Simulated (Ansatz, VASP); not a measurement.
# BN: VASP beside Ansatz

The input INCAR:

```
PREC = Accurate ; ENCUT = 600
EDIFF = 1E-6 ; ISMEAR = 0
SIGMA = 0.02 ; LREAL = False
LASPH = True ; NELM = 100
ALGO = Normal ; ISIF = 3
LWAVE = False ; LCHARG = False
IBRION = 2 ; NSW = 70
EDIFFG = -0.005
```

KPOINTS

```
regular mesh
0
Gamma
  12 12 4
```

File POSCAR:

```
BN
1.0
    2.5064254139      0.0000000000      0.0000000000
   -1.2532127069      2.1706280811      0.0000000000
    0.0000000000      0.0000000000      6.6141239161
B N
2 2
Direct
    0.3333333333      0.6666666667      0.2500000000
    0.6666666667      0.3333333333      0.7500000000
    0.3333333333      0.6666666667      0.7500000000
    0.6666666667      0.3333333333      0.2500000000
```

Input for Ansatz:

```yaml
crystal:
  lattice:
    - [2.5064254139, 0.0, 0.0]
    - [-1.2532127069, 2.1706280811, 0.0]
    - [0.0, 0.0, 6.6141239161]
  atoms:
    - { symbol: B, position: [0.3333333333, 0.6666666667, 0.25] }
    - { symbol: B, position: [0.6666666667, 0.3333333333, 0.75] }
    - { symbol: "N", position: [0.3333333333, 0.6666666667, 0.75] }
    - { symbol: "N", position: [0.6666666667, 0.3333333333, 0.25] }
basis:
  ecutwfc: 420
kpoints:
  mp_grid: { grid: [12, 12, 4] }
hamiltonian:
  xc: lda
scf:
  occupations: { method: gaussian, width: 0.02 }
output:
  forces: true
  stress: true
  eigenvalues: true
relax:
  adjacent_minimum: "off"
  f_tol: 0.005
  max_steps: 50
  cell: { stress_tol: 0.05 }
```

Alike in both runs: task relaxation of cell and atoms; functional LDA; k mesh 12 × 12 × 4; occupations gaussian, width 0.02 eV; no spin polarisation.

```csv
,VASP,Ansatz
version,VASP 6.6.1,Ansatz 0.2.0
potentials or method,"VASP PAW LDA potentials, release 64 (B, N)","scalar-relativistic, plane waves, PAW"
plane-wave cutoff (eV),600,420
valence electrons in the cell,16,16
```

```tsv
	VASP	Ansatz	Ansatz less VASP
gap on the k mesh at the Fermi level, each at its own relaxed structure (eV)	4.03	4.07	+0.041
relaxed volume (Å³/atom)	8.64	8.71	+0.074
relaxed cell length with the largest relative difference (Å)	6.435	6.496	+0.0604
energy change over the relaxation (meV/atom)	-3	-3	-0.1
```

A k mesh can miss the band edges. LDA usually gives volumes a few per cent too small. As with any semilocal functional, this LDA gap is likely too small.
